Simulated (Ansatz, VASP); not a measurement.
## One calculation of InAs, two programs

```
CELL_PARAMETERS angstrom
0.00000 3.02400 3.02400
3.02400 0.00000 3.02400
3.02400 3.02400 0.00000
ATOMIC_POSITIONS crystal
In 0.00000 0.00000 0.00000
As 0.75000 0.75000 0.75000
```

Alike in both runs: task single point; functional r2SCAN; k mesh 6 × 6 × 6; occupations gaussian, width 0.1 eV; no spin polarisation.

|  | VASP | Ansatz |
| --- | --- | --- |
| version | VASP 6.6.1 | Ansatz 0.2.0 |
| potentials or method | VASP PAW PBE potentials, release 64 (In_d, As) | scalar-relativistic, plane waves, PAW |
| plane-wave cutoff (eV) | 520 | 500 |
| valence electrons in the cell | 18 | 28 |

|  | VASP | Ansatz | Ansatz less VASP |
| --- | --- | --- | --- |
| gap on the k mesh at the Fermi level (eV) | 0.25 | 0.25 | 0.000 |
| least direct gap on the mesh (eV) | 0.25 | 0.25 | 0.000 |
| pressure (GPa) | 1.8 | 1.8 | 0.00 |

The functional is the same, so the differences come from potentials, cutoffs and numerics. The two sets of potentials don't hold the same shells in valence.

Caveats: the PAW data sets were made with another functional, which shifts forces and pressure a little (VASP); spin-orbit coupling is left out, which moves the levels of the heavy elements. r2SCAN opens gaps a little over a GGA but as a rule still falls short of measured ones.
